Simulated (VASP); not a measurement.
NiO:

```
Ni O
1.0
     0.00000    2.08590    2.08590
     2.08590    0.00000    2.08590
     2.08590    2.08590    0.00000
Ni O
1 1
Direct
  0.00000 0.00000 0.00000
  0.50000 0.50000 0.50000
```

| Quantity | Value |
| --- | --- |
| Program | VASP 6.6.1 |
| Task | relaxation of cell and atoms |
| Functional | RPBE |
| Dispersion | D3 |
| Potentials or basis | VASP PAW PBE potentials, release 64 (Ni, O) |
| Cutoff | 600 eV |
| k mesh | 11 × 11 × 11 |
| Occupations | fermi-dirac, width 0.05 eV |
| Spin | collinear spin, ferromagnetic start |
| Starting moments | [1.0, 0.0] μB |

At the start: pressure 9.4 GPa; volume 9.08 Å³/atom.

How do energy, volume and symmetry change on relaxing?

Over 3 steps the energy falls by 12.0 meV/atom and the volume is 9.51 Å³/atom (+4.8 %); space group Fm-3m (No. 225, to 0.05 Å); moment 1.88 μB per cell.

Step by step:
```
step  energy change (eV)  largest force (eV/Å)  pressure (GPa)  volume (Å³)
   1              0.0000                0.0000            9.36        18.15
   2             -0.0160                0.0000           -4.57        19.58
   3             -0.0241                0.0000            0.06        19.03
```

Final structure:
```
Ni O
1.0
     0.00000    2.11888    2.11888
     2.11888    0.00000    2.11888
     2.11888    2.11888    0.00000
Ni O
1 1
Direct
  0.00000 0.00000 0.00000
  0.50000 0.50000 0.50000
```

Caveat: the PAW data sets were made with another functional, which shifts forces and pressure a little; a cell with one magnetic atom can't hold antiferromagnetic order, which such compounds often take; pairwise dispersion overbinds metals, which lowers pressure and volume.
